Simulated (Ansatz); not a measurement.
ZnCu under changes of volume

One of the cells (12.771 Å³/atom); the others are scaled copies at fixed shape and fractional positions:

```
CELL_PARAMETERS angstrom
2.94500 0.00000 0.00000
0.00000 2.94500 0.00000
0.00000 0.00000 2.94500
ATOMIC_POSITIONS crystal
Zn 0.50000 0.50000 0.50000
Cu 0.00000 0.00000 0.00000
```

```yaml
Program: Ansatz 0.2.0
Functional: LDA
Potentials_or_basis: Ansatz PAW
Cutoff: "420 eV (not typed: the program's choice for these potentials)"
k_mesh: 9 × 9 × 9
Occupations: fermi-dirac, width 0.05 eV
Spin: no spin polarisation
```

| volume (Å³/atom) | energy over the lowest point (meV/atom) | pressure (GPa) |
| --- | --- | --- |
| 12.005 | 0.00 | -2.1 |
| 12.260 | 5.67 | -4.9 |
| 12.516 | ? | ? |
| 12.771 | 29.27 | -9.6 |
| 13.026 | 46.22 | -11.5 |
| 13.282 | 66.04 | -13.2 |
| 13.537 | 88.36 | -14.7 |

Problem. What does the run at 12.516 Å³/atom give?

Solution. Energy over the lowest point 15.59 meV/atom; pressure -7.4 GPa.

Worked out: A Birch-Murnaghan fit of order 3 (a polynomial in V^(-2/3)) to the other rows has its minimum at 11.84 Å³/atom, just outside them, with B0 = V·E''(V) = 153 GPa and B' = 5.0. It gives 15.63 meV/atom at 12.516 Å³/atom, against the run's 15.59, and -dE/dV = -7.5 GPa, against -7.4.

Energies are extrapolated to zero smearing.

Caveats: the PAW data sets come from PBE, with cores solved anew for the run's functional, which leaves a small shift of forces and pressure.
